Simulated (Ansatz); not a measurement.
# 5-layer 2H-WTe2 (2H stacking) in a perpendicular field

What dipole does a perpendicular field induce in the 5-layer 2H-WTe2 (2H stacking), and does the gap follow? A positive field points along +c.

Main program and level: Ansatz 0.2.0; plane-wave DFT, PBE-D3(BJ), Ansatz PAW.

### Step 1. Set-up

The cell holds 15 atoms: 10 Te and 5 W. Its edges and angles: a = 3.550 Å, b = 3.550 Å, c = 97.218 Å, α = 90.0°, β = 90.0°, γ = 120.0°. Regions: layer 1: 2H-WTe2, 3 atoms (2 Te and 1 W); layer 2: 2H-WTe2, 3 atoms (2 Te and 1 W); layer 3: 2H-WTe2, 3 atoms (2 Te and 1 W); layer 4: 2H-WTe2, 3 atoms (2 Te and 1 W); layer 5: 2H-WTe2, 3 atoms (2 Te and 1 W). Vacuum lies along c.

### Step 2. Relaxation

The starting cell is a guess, so the in-plane lattice and the atoms are relaxed first, with the slab cut off from its images along the normal.

File input.yaml:

```yaml
crystal:
  lattice:
    - [3.55, 0.0, 0.0]
    - [-1.775, 3.0743901834, 0.0]
    - [0.0, 0.0, 97.2181592161]
  atoms:
    - { symbol: Te, position: [0.3333333333, 0.6666666667, 0.3296709201] }
    - { symbol: W, position: [0.0, 0.0, 0.3501590258] }
    - { symbol: Te, position: [0.3333333333, 0.6666666667, 0.3706471315] }
    - { symbol: Te, position: [0.0, 0.0, 0.4045914072] }
    - { symbol: W, position: [0.3333333333, 0.6666666667, 0.4250795129] }
    - { symbol: Te, position: [0.0, 0.0, 0.4455676186] }
    - { symbol: Te, position: [0.3333333333, 0.6666666667, 0.4795118943] }
    - { symbol: W, position: [0.0, 0.0, 0.5] }
    - { symbol: Te, position: [0.3333333333, 0.6666666667, 0.5204881057] }
    - { symbol: Te, position: [0.0, 0.0, 0.5544323814] }
    - { symbol: W, position: [0.3333333333, 0.6666666667, 0.5749204871] }
    - { symbol: Te, position: [0.0, 0.0, 0.5954085928] }
    - { symbol: Te, position: [0.3333333333, 0.6666666667, 0.6293528685] }
    - { symbol: W, position: [0.0, 0.0, 0.6498409742] }
    - { symbol: Te, position: [0.3333333333, 0.6666666667, 0.6703290799] }
  periodic: [true, true, false]
kpoints:
  mp_grid: { grid: [12, 12, 1] }
hamiltonian:
  xc: pbe
  dispersion: d3bj
scf:
  occupations: { method: fermi_dirac, width: 0.05 }
  convergence: { dr2_threshold: 1.0e-09 }
relax:
  f_tol: 0.004
  max_steps: 90
  cell: {}
output:
  write_potential: true
  write_density: true
  volumetric_format: npy
```

Run with:

```sh
$ ansatz run input.yaml --threads 4 --pin off --max-ram 16384MiB --backend cpu --events-out ev --progress --plain --runs-dir out
```

Numbers of over 12 decimals in the logs are rounded to 6 here.

What it wrote:

```text
Warning: relax.cell: scf.convergence.dr2_threshold = 1e-9 eV is looser than the 8.06809187999e-11 eV advised for a relaxation that steers and ends on the stress (1e-10 eV for each atom of the cell: 15, times the square of relax.cell.stress_2d_tol = 0.05 N/m over 43.1 Å (the atoms' height at the walk's start and 5 Å past either face), 1.160e-2 GPa, over a crystal's default 0.05). What an SCF threshold leaves in a stress goes as its square root, and in the free energy as the threshold itself, and one threshold admits the most on a small cell: [figures from the program's tests cut] Set scf.convergence.dr2_threshold to 8.06809187999e-11 eV or tighter. [rest of the remark cut]
Engine: ansatz 0.2.0, aarch64-unknown-linux-gnu
Pseudopotentials: kind: paw
Pseudopotential: Te, paw, valence charge 16, recommended cutoff 420 eV (normal), Te.paw.azcp
Pseudopotential: W, paw, valence charge 14, recommended cutoff 420 eV (normal), W.paw.azcp
Functional definition: PBE
  parameter kappa = 0.804
  parameter beta = 0.066725
  exchange = pbe_x(kappa = kappa, mu = beta*pi^2/3)
  correlation = pbe_c(beta = beta)
Crystal: 15 atoms, lattice volume = 1061.047 Å³
Basis set: ecut = 420 eV, 20479 PW (Γ), exchange–correlation on 48×48×1350 points (8 copies of the dense FFT grid, shifted against one another)
Bands: 138, of which v1, the nominal top of the filled ones, is band 115 counted from 1 (114 counted from 0)
Symmetry: 12 space group operations
Space group: P-6m2 (ITA 187), of the structure as read, at distance tolerance 1.0e-4 Å
k-points: 19 of 144 (time reversal used)
Non-local potential: Te, projectors of the file, l = 0: 2, l = 1: 2, l = 2: 2, l = 3: 2
Non-local potential: W, projectors of the file, l = 0: 3, l = 1: 2, l = 2: 2, l = 3: 1
PAW form: soft (Blöchl's): semilocal exchange-correlation on the pseudo side does not see the compensation charge
PAW one-centre angular grid: Te, 590 points (default); XC on 64 Gauss nodes
PAW one-centre angular grid: W, 590 points (default); XC on 64 Gauss nodes
Initial density: superposition of atomic densities (neutral atoms: chi_scale 0, normalization atom), corrected by the library's trained network
Initial wavefunctions: pseudopotential atomic-orbital guess
Functional: x = pbe(κ = 0.804, μ = 0.219515), c = pbe(β = 0.066725)
SCF iter   1: F=—  HF=-121729.862789 eV  |F-HF|=—  |Δ(HF+E_count)|=         —  Δρ=2.60e-3  dr2=1.43e-1  ethr=1.77e-3  ⟨swp⟩=12.0  Hψ=14815  notcnv=0  defer=20
preconditioner: auto → Resta (q_TF=auto, 2.115 Å⁻¹)  ε∞=3.5  [insulator: Δε(μ)=0.547 eV  Ē_g=6.881 eV  σ=0.050 eV  W_gap=0.99  n_scr=166 (ndim 8)  ℏωp=10.8 eV  f_vac=0.620  D(μ)=0.02/eV (n_scr^D=0)  ε∞_Penn≈3.5  vacuum switching on, ρ_ref=3.4e-3 e/Å³]
SCF iter   2: F=—  HF=-121729.877912 eV  |F-HF|=—  |Δ(HF+E_count)|=   1.51e-2  Δρ=1.67e-3  dr2=2.32e-1  ethr=6.24e-5  ⟨swp⟩=3.4  Hψ=5080  notcnv=0  defer=169
preconditioner: auto → LDOS  [insulator: Δε(μ)=0.488 eV  Ē_g=6.888 eV  σ=0.050 eV  W_gap=0.98  n_scr=166 (ndim 8)  ℏωp=10.8 eV  f_vac=0.620  D(μ)=0.03/eV (n_scr^D=2)  ε∞_Penn≈3.5  β→1.0]
SCF iter   3: F=—  HF=-121729.900101 eV  |F-HF|=—  |Δ(HF+E_count)|=   2.22e-2  Δρ=1.26e-3  dr2=2.77e-1  ethr=6.24e-5  ⟨swp⟩=3.4  Hψ=5595  notcnv=0  defer=171
SCF iter   4: F=—  HF=-121729.880328 eV  |F-HF|=—  |Δ(HF+E_count)|=   1.98e-2  Δρ=9.96e-4  dr2=4.78e-2  ethr=6.24e-5  ⟨swp⟩=3.2  Hψ=4169  notcnv=0  defer=170
SCF iter   5: F=—  HF=-121729.875119 eV  |F-HF|=—  |Δ(HF+E_count)|=   5.21e-3  Δρ=1.90e-4  dr2=1.12e-3  ethr=2.08e-5  ⟨swp⟩=3.0  Hψ=3752  notcnv=0  defer=170
SCF iter   6: F=—  HF=-121729.874812 eV  |F-HF|=—  |Δ(HF+E_count)|=   3.07e-4  Δρ=6.30e-5  dr2=6.38e-4  ethr=4.85e-7  ⟨swp⟩=3.7  Hψ=4816  notcnv=0  defer=170
SCF iter   7: F=—  HF=-121729.874807 eV  |F-HF|=—  |Δ(HF+E_count)|=   5.43e-6  Δρ=5.58e-5  dr2=4.37e-4  ethr=2.77e-7  ⟨swp⟩=2.7  Hψ=3440  notcnv=0  defer=170
SCF iter   8: F=—  HF=-121729.874776 eV  |F-HF|=—  |Δ(HF+E_count)|=   3.02e-5  Δρ=1.57e-5  dr2=2.79e-5  ethr=1.90e-7  ⟨swp⟩=2.8  Hψ=3384  notcnv=0  defer=170
SCF iter   9: F=—  HF=-121729.874803 eV  |F-HF|=—  |Δ(HF+E_count)|=   2.68e-5  Δρ=1.30e-5  dr2=9.34e-6  ethr=1.21e-8  ⟨swp⟩=2.9  Hψ=3924  notcnv=0  defer=170
SCF iter  10: F=—  HF=-121729.875196 eV  |F-HF|=—  |Δ(HF+E_count)|=   3.93e-4  Δρ=5.83e-6  dr2=7.87e-7  ethr=4.06e-9  ⟨swp⟩=2.8  Hψ=3385  notcnv=0  defer=170
SCF iter  11: F=—  HF=-121729.875196 eV  |F-HF|=—  |Δ(HF+E_count)|=   2.18e-8  Δρ=2.97e-6  dr2=1.35e-7  ethr=3.42e-10  ⟨swp⟩=3.1  Hψ=3988  notcnv=0  defer=170
SCF iter  12: F=—  HF=-121729.875197 eV  |F-HF|=—  |Δ(HF+E_count)|=   4.42e-8  Δρ=1.66e-6  dr2=7.43e-8  ethr=5.86e-11  ⟨swp⟩=3.0  Hψ=3956  notcnv=0  defer=170
SCF iter  13: F=—  HF=-121729.875197 eV  |F-HF|=—  |Δ(HF+E_count)|=   2.66e-8  Δρ=1.01e-6  dr2=7.70e-9  ethr=3.23e-11  ⟨swp⟩=2.8  Hψ=3313  notcnv=0  defer=170
SCF iter  14: F=—  HF=-121729.875197 eV  |F-HF|=—  |Δ(HF+E_count)|=   3.65e-8  Δρ=3.82e-7  dr2=2.44e-9  ethr=3.35e-12  ⟨swp⟩=3.2  Hψ=4307  notcnv=0  defer=170
SCF iter  15: F=-121729.875197 eV  HF=-121729.875197 eV  |F-HF|=1.37e-9  |Δ(HF+E_count)|=   1.89e-8  Δρ=8.99e-8  dr2=1.30e-10  ethr=1.00e-12  ⟨swp⟩=11.2  Hψ=17174  notcnv=0
SCF 1 converged in 15 iterations: F = -121729.875197 eV  dr2 = 1.30e-10
  greatest PAW one-centre occupation: 1.000 electrons in one spin orbital (limit 2), on the W atom at site 13 (counted from 0), in its partial waves of l = 0
relax step   1: F+E_penalty+E_count = -121729.87519660 eV  Δ(F+E_penalty+E_count) = +0.000e0 eV  max|allowed force component| = 2.107e0 eV/Å  Δτ_max = 0.0000 Å  P = -28.317 N/m  Ω = 1061.047 Å³  fix = [c, alpha, beta]  reactions: c -0.000 N/m  (15 SCF iters, accepted)
Crystal: 15 atoms, lattice volume = 1030.096 Å³
Basis set: ecut = 420 eV, 20071 PW (Γ), exchange–correlation on 48×48×1350 points (8 copies of the dense FFT grid, shifted against one another)
Initial density: handed on by an earlier stage of this run
Initial wavefunctions: those handed on with the density
iter 1 solved again at ethr=8.82e-4 eV; its pass at ethr=3.10e-3 eV (dr2=2.03e0 eV) is discarded
SCF iter   1: F=—  HF=-121732.158854 eV  |F-HF|=—  |Δ(HF+E_count)|=         —  Δρ=9.29e-3  dr2=2.05e0  ethr=8.82e-4  ⟨swp⟩=3.0  Hψ=16596  notcnv=0
preconditioner: auto → Resta (q_TF=auto, 2.125 Å⁻¹)  ε∞=3.1  [insulator: Δε(μ)=1.010 eV  Ē_g=7.495 eV  σ=0.050 eV  W_gap=1.00  n_scr=154 (ndim 8)  ℏωp=11.0 eV  f_vac=0.625  D(μ)=0.00/eV (n_scr^D=0)  ε∞_Penn≈3.1  vacuum switching on, ρ_ref=4.1e-3 e/Å³]
SCF iter   2: F=—  HF=-121732.026438 eV  |F-HF|=—  |Δ(HF+E_count)|=   1.32e-1  Δρ=5.89e-3  dr2=1.23e0  ethr=8.82e-4  ⟨swp⟩=5.1  Hψ=4901  notcnv=0  defer=5
[...]
Initial wavefunctions: pseudopotential atomic-orbital guess (no wavefunctions were taken with the density)
iter 1 solved again at ethr=4.52e-7 eV; its pass at ethr=3.10e-3 eV (dr2=1.04e-3 eV) is discarded
SCF iter   1: F=—  HF=-121732.083932 eV  |F-HF|=—  |Δ(HF+E_count)|=         —  Δρ=2.50e-5  dr2=9.02e-7  ethr=4.52e-7  ⟨swp⟩=6.3  Hψ=27148  notcnv=0
eigensolver tolerance schedule: the retry pair's looser diagonalisation over-reported the residual by 1150.77 of it (diagonalisation noise at 0.20 of the residual, at the tolerance the schedule requests for it); recorded, not acted on — ethr = c·dr2/N_el stays at c = 1.0e-1
SCF iter   2: F=—  HF=-121732.084332 eV  |F-HF|=—  |Δ(HF+E_count)|=   4.00e-4  Δρ=1.25e-5  dr2=2.36e-7  ethr=3.92e-10  ⟨swp⟩=5.2  Hψ=8610  notcnv=0
SCF iter   3: F=—  HF=-121732.084333 eV  |F-HF|=—  |Δ(HF+E_count)|=   2.81e-7  Δρ=2.66e-6  dr2=1.75e-7  ethr=1.03e-10  ⟨swp⟩=3.0  Hψ=5435  notcnv=0
SCF iter   4: F=—  HF=-121732.084333 eV  |F-HF|=—  |Δ(HF+E_count)|=   8.79e-9  Δρ=1.38e-6  dr2=3.30e-8  ethr=7.62e-11  ⟨swp⟩=3.0  Hψ=4085  notcnv=0
SCF iter   5: F=—  HF=-121732.084333 eV  |F-HF|=—  |Δ(HF+E_count)|=   4.29e-9  Δρ=5.20e-7  dr2=1.42e-8  ethr=1.43e-11  ⟨swp⟩=3.2  Hψ=4072  notcnv=0
SCF iter   6: F=-121732.084333 eV  HF=-121732.084333 eV  |F-HF|=2.91e-11  |Δ(HF+E_count)|=   4.85e-9  Δρ=1.65e-7  dr2=2.78e-10  ethr=1.00e-12  ⟨swp⟩=17.7  Hψ=24945  notcnv=0
SCF 12 converged in 6 iterations: F = -121732.084333 eV  dr2 = 2.78e-10
relax step  12: F+E_penalty+E_count = -121732.08433264 eV  Δ(F+E_penalty+E_count) = +2.238e-3 eV  max|allowed force component| = 2.169e-3 eV/Å  Δτ_max = 0.0000 Å  P = -0.008 N/m  Ω = 1032.506 Å³  fix = [c, alpha, beta]  reactions: c -0.000 N/m  stress off target by 7.80e-3 N/m on what of the cell is left free  SCF on the basis re-selected at this cell (its energy is not comparable with the rows above)  (6 SCF iters)
basis re-selected at this cell: Δ(F+E_penalty+E_count) = +2.238e-3 eV, ΔP = +0.008 N/m vs the last step (what re-selecting the basis moved, of the pressure what is left beyond the Pulay correction that the steps carried, after the strain that the cell walked since its last selection, with what the two solves' SCF thresholds leave and, on support functions, any second-order correction that the steps lacked; it is no m [...]
WARN: The output density's exchange-correlation potential varies sharply where the density is thin. Do not read a vacuum level from v_tot or v_xc, or from such a field of the output density. On a cell that repeats whose density bears no net charge and no dipole along the vacuum's axis use v_es (v_loc + v_h of the components); under efield.dipole_correction with no amplitude use v_es + v_field, which holds any externa [...]
dispersion: the relaxed geometry stands within reach of a switch of an atom's C6, across which e_disp changes (each atom's share, over what another start of this relaxation can change, counted as every distance, over a cell that relax.cell.fix or crystal.periodic holds in part: site 1 (W), some 0.14 eV, crossed with farther neighbours; site 4 (W), some 0.16 eV, crossed with farther neighbours; site 7 (W), some 0.16 eV, crossed with farther neighbours; site 10 (W), some 0.16 eV, crossed with farther neighbours; and 1 more; some 0.77 eV in sum): a start on the other side of the switch can end at another minimum, lower or higher, and the walk did not compare the two: [rest of the remark cut]
SCF converged after 6 iterations
Free energy (F): -121732.084333 eV
Harris-Foulkes:  -121732.084333 eV  (|F-HF|=2.91e-11)
Internal energy: -121732.084305 eV  (E = F + TS)
E sigma→0 (E₀):  -121732.084319 eV
Entropy (-TS):   -0.000027 eV (-0.002 meV/atom)
Fermi energy:    -4.125330 eV
--- Per-component energies (eV) ---
  E_band       = -7031.599076
  E_kinetic    = 4070.546375
  E_local      = -5848799.715641  (includes V_loc(G=0)·N_el)
  E_nonlocal   = -3091.384795
  E_hartree    = 2923732.539987
  E_xc         = -2581.872548
  E_vxc        = -2241.853046  (∫ρ·V_xc dr)
  E_paw        = -89442.407111  (= ΣΔE_a)
  E_vpaw       = -4434.283537  (= ΣTr[D̂ρ^β])
  E_aug_tail   = -0.002007  (compensation charges beyond the density's cutoff)
  E_ewald      = 2894387.934599
  E_disp       = -7.723164  (pairwise vdW)
  E_smearing   = -0.000027  (= −TS)
  E_closure    = -0.000000  (closes the sum)
  Σ components = -121732.084333   (vs F -121732.084333, Δ=0.00e0)
--- Forces (eV/Å), atoms counted from 1 ---
  atom   1  Te    -0.00000000    -0.00000000     0.00134494
  atom   2  W     -0.00000000     0.00000000    -0.00022368
  atom   3  Te     0.00000000    -0.00000000    -0.00107765
  atom   4  Te     0.00000000     0.00000000     0.00016684
  atom   5  W     -0.00000000    -0.00000000    -0.00005177
  atom   6  Te     0.00000000     0.00000000     0.00028617
  atom   7  Te     0.00000000    -0.00000000    -0.00216854
  atom   8  W      0.00000000     0.00000000    -0.00000000
  atom   9  Te     0.00000000    -0.00000000     0.00216854
  atom  10  Te     0.00000000     0.00000000    -0.00028617
  atom  11  W     -0.00000000    -0.00000000     0.00005177
  atom  12  Te     0.00000000     0.00000000    -0.00016684
  atom  13  Te     0.00000000    -0.00000000     0.00107765
  atom  14  W     -0.00000000     0.00000000     0.00022368
  atom  15  Te    -0.00000000    -0.00000000    -0.00134494
  max |Σ_I F_I| component: 8.33e-17 eV/Å
--- 2D stress c σ (N/m, compression-positive) ---
       -0.007799      -0.000000       0.000000
       -0.000000      -0.007799       0.000000
        0.000000       0.000000      -0.000000
  P = ½ c Tr σ = -0.0078 N/m
--- Band table (eV; the first three rows and the last of 19) ---
  k-point 0: bands = [... 111 lower, -4.7970, -4.6587, -4.5744, -4.5330, -1.5679, -1.5679, -1.5518, -1.5518, ... 19 higher]
  k-point 1: bands = [... 111 lower, -4.7196, -4.6824, -4.6584, -4.6473, -1.8795, -1.8726, -1.8570, -1.8328, ... 19 higher]
  k-point 2: bands = [... 111 lower, -5.0417, -5.0313, -5.0135, -4.9892, -2.6684, -2.6138, -2.5119, -2.4120, ... 19 higher]
  k-point 18: bands = [... 111 lower, -4.7913, -4.7010, -4.5998, -4.5229, -3.4327, -3.4319, -3.4318, -3.4200, ... 19 higher]
  the weakly bound empty levels are not read free of the cell's end (no_gap_told)
--- Relaxed structure (11 steps of the walk, 10 accepted, 1 SCFs on fresh bases) ---
  F+E_penalty+E_count = -121732.08433264 eV   max|allowed force component| = 2.169e-3 eV/Å   (the final SCF, on the basis selected at the relaxed cell)
  cell:  # Å, volume = 1032.5061 Å³
    - [3.501929, -2.6684972432984385e-18, 0]
    - [-1.750964, 3.032759, 0]
    - [0, 0, 97.2181592161]
  atoms:
    - { symbol: Te, position: [0.333333, 0.666667, 0.339920] }
    - { symbol: W, position: [-4.326167257495962e-18, -2.0395208157718868e-17, 0.358696] }
    - { symbol: Te, position: [0.333333, 0.666667, 0.377489] }
    - { symbol: Te, position: [-3.037197411223982e-18, -2.0395208157718865e-17, 0.410585] }
    - { symbol: W, position: [0.333333, 0.666667, 0.429355] }
    - { symbol: Te, position: [-1.2961698652419362e-18, -2.0395208157718865e-17, 0.448126] }
    - { symbol: Te, position: [0.333333, 0.666667, 0.481232] }
    - { symbol: W, position: [0, -2.0395208157718865e-17, 0.500000] }
    - { symbol: Te, position: [0.333333, 0.666667, 0.518768] }
    - { symbol: Te, position: [1.2961698652419408e-18, -2.0395208157718865e-17, 0.551874] }
    - { symbol: W, position: [0.333333, 0.666667, 0.570645] }
    - { symbol: Te, position: [3.0371974112239695e-18, -2.0395208157718862e-17, 0.589415] }
    - { symbol: Te, position: [0.333333, 0.666667, 0.622511] }
    - { symbol: W, position: [4.3261672574959816e-18, -2.0395208157718868e-17, 0.641304] }
    - { symbol: Te, position: [0.333333, 0.666667, 0.660080] }
```

Wall time 30 min (4 threads of Arm Neoverse V1, shared host); peak memory 3.9 GiB.

Relaxation path:

| step | energy less that of the first step (eV) | largest force component (eV/Å) | volume (Å³) |
| --- | --- | --- | --- |
| 1 | 0.0000 | 2.1071 | 1061.05 |
| 2 | -1.9845 | 0.4730 | 1030.10 |
| 3 | -2.0906 | 0.1584 | 1022.91 |
| 4 | -2.1460 | 0.0675 | 1025.98 |
| 5 | -2.1851 | 0.0234 | 1029.74 |
| 6 | -2.2078 | 0.0218 | 1029.95 |
| 7 | -2.2065 | 0.0588 | 1033.04 |
| 8 | -2.2106 | 0.0154 | 1032.74 |
| 9 | -2.2111 | 0.0154 | 1031.93 |
| 10 | -2.2114 | 0.0034 | 1032.50 |
| 11 | -2.2114 | 0.0021 | 1032.51 |
| 12* | -2.2091 | 0.0022 | 1032.51 |

Relaxation steps marked * repeat the geometry before them on a plane-wave basis chosen anew for their cell, so energy and pressure can jump there. Relaxation step 7 was tried and not accepted.

Forces are held to the 12 operations that the run works with; a distortion that breaks them can't arise in this run.

| cell as run | before | after | change |
| --- | --- | --- | --- |
| a (Å) | 3.550 | 3.502 | -1.4 % |
| b (Å) | 3.550 | 3.502 | -1.4 % |

The atoms that moved most (Å, along periodic axes as changes of fractional coordinates times the final cell, across vacuum about the mean position):

| atom | dx | dy | dz | length |
| --- | --- | --- | --- | --- |
| Te15 | 0.000 | 0.000 | -0.996 | 0.996 |
| Te1 | 0.000 | 0.000 | 0.996 | 0.996 |
| W14 | 0.000 | 0.000 | -0.830 | 0.830 |
| W2 | 0.000 | 0.000 | 0.830 | 0.830 |
| Te3 | 0.000 | 0.000 | 0.665 | 0.665 |
| Te13 | 0.000 | 0.000 | -0.665 | 0.665 |
| Te12 | 0.000 | 0.000 | -0.583 | 0.583 |
| Te4 | 0.000 | 0.000 | 0.583 | 0.583 |

Final coordinates:

```cif
data_structure
_symmetry_space_group_name_H-M 'P 1'
_symmetry_Int_Tables_number 1
_cell_length_a 3.5019
_cell_length_b 3.5019
_cell_length_c 97.2182
_cell_angle_alpha 90.000
_cell_angle_beta 90.000
_cell_angle_gamma 120.000
_cell_volume 1032.51
loop_
_atom_site_label
_atom_site_type_symbol
_atom_site_fract_x
_atom_site_fract_y
_atom_site_fract_z
_atom_site_occupancy
Te1 Te 0.33333 0.66667 0.33992 1
W2 W 0.00000 0.00000 0.35870 1
Te3 Te 0.33333 0.66667 0.37749 1
Te4 Te 0.00000 0.00000 0.41059 1
W5 W 0.33333 0.66667 0.42935 1
Te6 Te 0.00000 0.00000 0.44813 1
Te7 Te 0.33333 0.66667 0.48123 1
W8 W 0.00000 0.00000 0.50000 1
Te9 Te 0.33333 0.66667 0.51877 1
Te10 Te 0.00000 0.00000 0.55187 1
W11 W 0.33333 0.66667 0.57065 1
Te12 Te 0.00000 0.00000 0.58941 1
Te13 Te 0.33333 0.66667 0.62251 1
W14 W 0.00000 0.00000 0.64130 1
Te15 Te 0.33333 0.66667 0.66008 1
```

The lattice constant a goes from 3.550 to 3.502 Å.

(Continued in part 2 of 3.)

[Logs are printed without paths, hosts, clocks, repeated set-up lines and the standing remarks that a program may print on its own settings, such as how far it seeks lower states.]

[Hosts, paths, dates, database ids (printed as entryN), source tags and the programs' standing remarks are cut or masked in the printed files.]

[Maps of the electrostatic potential energy from Ansatz leave out the sawtooth potential of an applied field or a dipole correction, so their vacuum need not be flat; planar profiles and work functions include it.]
